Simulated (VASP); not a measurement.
Output of a VASP run:

OUTCAR:
```
 ion  position               nearest neighbor table
   1  0.250  0.250  0.250-   3 2.04   3 2.04   3 2.04   3 2.04   2 2.36   2 2.36   2 2.36   2 2.36
                             2 2.36   2 2.36
   2  0.750  0.750  0.750-   3 2.04   3 2.04   3 2.04   3 2.04   1 2.36   1 2.36   1 2.36   1 2.36
                             1 2.36   1 2.36
   3  0.000  0.000  0.000-   1 2.04   2 2.04   2 2.04   2 2.04   2 2.04   1 2.04   1 2.04   1 2.04
  LATTYP: Found a face centered cubic cell.
 ALAT       =     4.7124000000
 Subroutine PRICEL returns:
 Original cell was already a primitive cell.
 Subroutine GETGRP returns: Found 48 space group operations
The static configuration has the point symmetry O_h .
The dynamic configuration has the point symmetry O_h .
 Subroutine INISYM returns: Found 48 space group operations
 Subroutine IBZKPT returns following result:
 Found     29 irreducible k-points:

 Following reciprocal coordinates:
            Coordinates               Weight
  0.000000  0.000000  0.000000      1.000000
  0.125000  0.000000  0.000000      8.000000
  0.250000  0.000000  0.000000      8.000000
  0.375000  0.000000  0.000000      8.000000
  0.500000  0.000000  0.000000      4.000000
  0.125000  0.125000  0.000000      6.000000
  0.250000  0.125000  0.000000     24.000000
  0.375000  0.125000  0.000000     24.000000
  0.500000  0.125000  0.000000     24.000000
 -0.375000  0.125000  0.000000     24.000000
 -0.250000  0.125000  0.000000     24.000000
 -0.125000  0.125000  0.000000     12.000000
  0.250000  0.250000  0.000000      6.000000
  0.375000  0.250000  0.000000     24.000000
  0.500000  0.250000  0.000000     24.000000
 -0.375000  0.250000  0.000000     24.000000
 -0.250000  0.250000  0.000000     12.000000
  0.375000  0.375000  0.000000      6.000000
  0.500000  0.375000  0.000000     24.000000
 -0.375000  0.375000  0.000000     12.000000
  0.500000  0.500000  0.000000      3.000000
  0.375000  0.250000  0.125000     24.000000
  0.500000  0.250000  0.125000     48.000000
 -0.375000  0.250000  0.125000     24.000000
  0.500000  0.375000  0.125000     24.000000
 -0.375000  0.375000  0.125000     48.000000
 -0.250000  0.375000  0.125000     24.000000
 -0.375000  0.500000  0.125000     12.000000
 -0.250000  0.500000  0.250000      6.000000
   k-points           NKPTS =     29   k-points in BZ     NKDIM =     29   number of bands    NBANDS=     10
   number of dos      NEDOS =    301   number of ions     NIONS =      3
   total plane-waves  NPLWV =  21952
   dimension x,y,z NGX =    28 NGY =   28 NGZ =   28
   dimension x,y,z NGXF=    56 NGYF=   56 NGZF=   56
   ions per type =               2   1
   PREC   = accura    normal or accurate (medium, high low for compatibility)
   ISTART =      0    job   : 0-new  1-cont  2-samecut
   ICHARG =      2    charge: 1-file 2-atom 10-const
   ISPIN  =      1    spin polarized calculation?
   LNONCOLLINEAR =      F non collinear calculations
   LSORBIT =      F    spin-orbit coupling
   INIWAV =      1    electr: 0-lowe 1-rand  2-diag
   ENCUT  =  600.0 eV  44.10 Ry    6.64 a.u.   6.66  6.66  6.66*2*pi/ulx,y,z
   NELM   =    100;   NELMIN=  2; NELMDL= -5     # of ELM steps
   EDIFF  = 0.1E-06   stopping-criterion for ELM
   LREAL  =      F    real-space projection
   NLSPLINE    = F    spline interpolate recip. space projectors
   LMAXMIX     =    2 max onsite mixed and CHGCAR
   VOSKOWN=      0    Vosko Wilk Nusair interpolation
   EDIFFG = -.1E-01   stopping-criterion for IOM
   NSW    =     30    number of steps for IOM
   NBLOCK =      1;   KBLOCK =     30    inner block; outer block
   IBRION =      2    ionic relax: 0-MD 1-quasi-New 2-CG
   NFREE  =      1    steps in history (QN), initial steepest desc. (CG)
   ISIF   =      2    stress and relaxation
   ISYM   =      2    0-nonsym 1-usesym 2-fastsym
   TEIN   =    0.0    initial temperature
   TEBEG  =    0.0;   TEEND  =   0.0 temperature during run
   SMASS  =  -3.00    Nose mass-parameter (am)
   PSTRESS=    0.0 pullay stress
   NELECT =      12.0000    total number of electrons
...
```

**OSZICAR**
```
       N       E                     dE             d eps       ncg     rms          rms(c)
DAV:   1     0.423007913647E+02    0.42301E+02   -0.69034E+03   580   0.144E+03
DAV:   2    -0.108977431430E+02   -0.53199E+02   -0.51149E+02   698   0.239E+02
DAV:   3    -0.160354788110E+02   -0.51377E+01   -0.51206E+01  1016   0.619E+01
DAV:   4    -0.161039796428E+02   -0.68501E-01   -0.68460E-01   776   0.824E+00
DAV:   5    -0.161047271291E+02   -0.74749E-03   -0.74743E-03   846   0.611E-01    0.746E+00
DAV:   6    -0.143811473539E+02    0.17236E+01   -0.10058E+01   584   0.198E+01    0.302E+00
DAV:   7    -0.143370077288E+02    0.44140E-01   -0.28018E-01   650   0.433E+00    0.148E+00
DAV:   8    -0.143345039069E+02    0.25038E-02   -0.63156E-02   692   0.318E+00    0.370E-01
DAV:   9    -0.143333177549E+02    0.11862E-02   -0.69673E-03   746   0.804E-01    0.115E-01
DAV:  10    -0.143338924584E+02   -0.57470E-03   -0.11071E-03   642   0.280E-01    0.650E-02
DAV:  11    -0.143338621164E+02    0.30342E-04   -0.65511E-05   746   0.103E-01    0.128E-02
DAV:  12    -0.143338643024E+02   -0.21860E-05   -0.74466E-06   726   0.272E-02    0.214E-03
DAV:  13    -0.143338646264E+02   -0.32405E-06   -0.96032E-07   708   0.960E-03    0.100E-03
DAV:  14    -0.143338645617E+02    0.64726E-07   -0.32902E-08   520   0.217E-03
   1 F= -.14333865E+02 E0= -.14333865E+02  d E =-.143339E+02
```

OUTCAR:
```
------------------------ aborting loop because EDIFF is reached ----------------------------------------
  FORCE on cell =-STRESS in cart. coord.  units (eV):
  Direction    XX          YY          ZZ          XY          YZ          ZX
  --------------------------------------------------------------------------------------
  Total       -0.7070118     -0.7070118     -0.7070118      0.0000000      0.0000000      0.0000000
  in kB      -43.2982974    -43.2982974    -43.2982974      0.0000000      0.0000000      0.0000000
  external PRESSURE =     -43.2982974 kB  Pullay stress =       0.0000000 kB
  volume of cell :       26.16
      direct lattice vectors                 reciprocal lattice vectors
     0.000000000  2.356200000  2.356200000    -0.212206095  0.212206095  0.212206095
     2.356200000  0.000000000  2.356200000     0.212206095 -0.212206095  0.212206095
     2.356200000  2.356200000  0.000000000     0.212206095  0.212206095 -0.212206095
 POSITION                                       TOTAL-FORCE (eV/Angst)
 -----------------------------------------------------------------------------------
      1.17810      1.17810      1.17810         0.000000      0.000000      0.000000
      3.53430      3.53430      3.53430        -0.000000     -0.000000     -0.000000
      0.00000      0.00000      0.00000        -0.000000     -0.000000     -0.000000
 -----------------------------------------------------------------------------------
    total drift:                                0.000000      0.000000      0.000000
  FREE ENERGIE OF THE ION-ELECTRON SYSTEM (eV)
  ---------------------------------------------------
  free  energy   TOTEN  =       -14.3338645617 eV

  energy  without entropy=      -14.3338645617  energy(sigma->0) =      -14.33386456

 reached required accuracy - stopping structural energy minimisation
```
(Selected blocks of OUTCAR.)

File POSCAR:
```
Li2O
1
    0.0000000000     2.3562000000     2.3562000000
    2.3562000000     0.0000000000     2.3562000000
    2.3562000000     2.3562000000     0.0000000000
Li O
2 1
Direct
  0.2500000000   0.2500000000   0.2500000000
  0.7500000000   0.7500000000   0.7500000000
  0.0000000000   0.0000000000   0.0000000000
```

Problem. Reconstruct the remaining input files.

Solution. One answer among several that fit: the input of the run itself, PBE GGA, plane waves, VASP's PBE PAW potentials (set 64).

### KPOINTS
```
kpoints
0
G
8 8 8
```

### INCAR
```
ISIF = 2   ! forces and stress, cell fixed
IBRION = 2   ! conjugate gradients
EDIFFG = -0.01   ! ionic stop
PREC = Accurate
ENCUT = 600   ! plane-wave cut-off (eV)
NELM = 100   ! most electronic steps
SYSTEM = Li2O
LCHARG = .FALSE.
LREAL = .FALSE.   ! projection in real space or not
LASPH = .TRUE.
NSW = 30
LWAVE = .FALSE.
EDIFF = 1E-7
SIGMA = 0.05   ! width (eV)
GGA = PE
ALGO = Normal   ! blocked Davidson
ISMEAR = 0   ! Gaussian
```

POTCAR, in this order: Li_sv O (PBE.64 set). Program: vasp_std.

The compound is Li2O in the antifluorite structure. This cell was strained or had an atom moved on purpose.
